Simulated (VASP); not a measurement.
The system is ZrSe2.

```
Zr Se
1.0
     3.79800    0.00000    0.00000
    -1.89900    3.28916    0.00000
     0.00000    0.00000    6.19200
Zr Se
1 2
Direct
  0.00000 0.00000 0.00000
  0.33333 0.66667 0.25000
  0.66667 0.33333 0.75000
```

* Program: VASP 6.6.1
* Task: relaxation of cell and atoms
* Functional: PBE
* Dispersion: D3(BJ)
* Potentials or basis: VASP PAW PBE potentials, release 64 (Zr_sv, Se)
* Cutoff: 600 eV
* k mesh: 9 × 9 × 5
* Occupations: gaussian, width 0.03 eV
* Spin: no spin polarisation

At the start: pressure -0.4 GPa; volume 25.78 Å³/atom.

Q: How do energy, volume and symmetry change on relaxing?

A: Over 15 steps the energy falls by 11.2 meV/atom and the volume is 24.35 Å³/atom (-5.6 %); space group P-3m1 (No. 164, to 0.05 Å).

The path:
| step | energy change (eV) | largest force (eV/Å) | pressure (GPa) | volume (Å³) |
| --- | --- | --- | --- | --- |
| 1 | 0.0000 | 0.3158 | -0.45 | 77.35 |
| 2 | -0.0147 | 0.2208 | -0.25 | 76.54 |
| 3 | -0.0201 | 0.1203 | -0.05 | 75.74 |
| 4 | -0.0234 | 0.0781 | -0.26 | 75.51 |
| 5 | -0.0293 | 0.0460 | -0.82 | 74.83 |
| 6 | -0.0299 | 0.1058 | -1.05 | 74.51 |
| 7 | -0.0311 | 0.0914 | -0.91 | 74.25 |
| 8 | -0.0332 | 0.0494 | -0.45 | 73.48 |
| 9 | -0.0312 | 0.0362 | 0.54 | 71.94 |
| 10 | -0.0335 | 0.0243 | -0.19 | 73.08 |
| 11 | -0.0335 | 0.0227 | -0.19 | 73.05 |
| 12 | -0.0334 | 0.0115 | -0.05 | 72.85 |
| 13 | -0.0335 | 0.0212 | -0.15 | 73.02 |
| 14 | -0.0335 | 0.0161 | -0.12 | 73.02 |
| 15 | -0.0337 | 0.0013 | -0.02 | 73.04 |

Final structure:
```
CELL_PARAMETERS angstrom
3.74035 0.00000 0.00000
-1.87018 3.23924 0.00000
0.00000 0.00000 6.02806
ATOMIC_POSITIONS crystal
Zr 0.00000 0.00000 0.00000
Se 0.33333 0.66667 0.26500
Se 0.66667 0.33333 0.73500
```
